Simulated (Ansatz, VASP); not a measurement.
## Si in VASP and in Ansatz

```
CELL_PARAMETERS angstrom
0.00000 2.67877 2.67877
2.67877 0.00000 2.67877
2.67877 2.67877 0.00000
ATOMIC_POSITIONS crystal
Si 0.50000 0.50000 0.50000
Si 0.75000 0.75000 0.75000
```

Change from the starting cell: volume scaled by 0.96.

Alike in both runs: task single point; functional LDA; k mesh 11 × 11 × 11; occupations fermi-dirac, width 0.08 eV; no spin polarisation.

|  | VASP | Ansatz |
| --- | --- | --- |
| version | VASP 6.6.1 | Ansatz 0.2.0 |
| potentials or method | VASP PAW LDA potentials, release 64 (Si), cutoff 520 eV | all-electron LAPW, scalar-relativistic |

VASP gave:

- pressure (GPa): 2.6

Which values does Ansatz return?

Pressure (GPa): 2.4.

Ansatz ran all-electron here, so the differences hold the error of VASP's frozen core and of both bases.
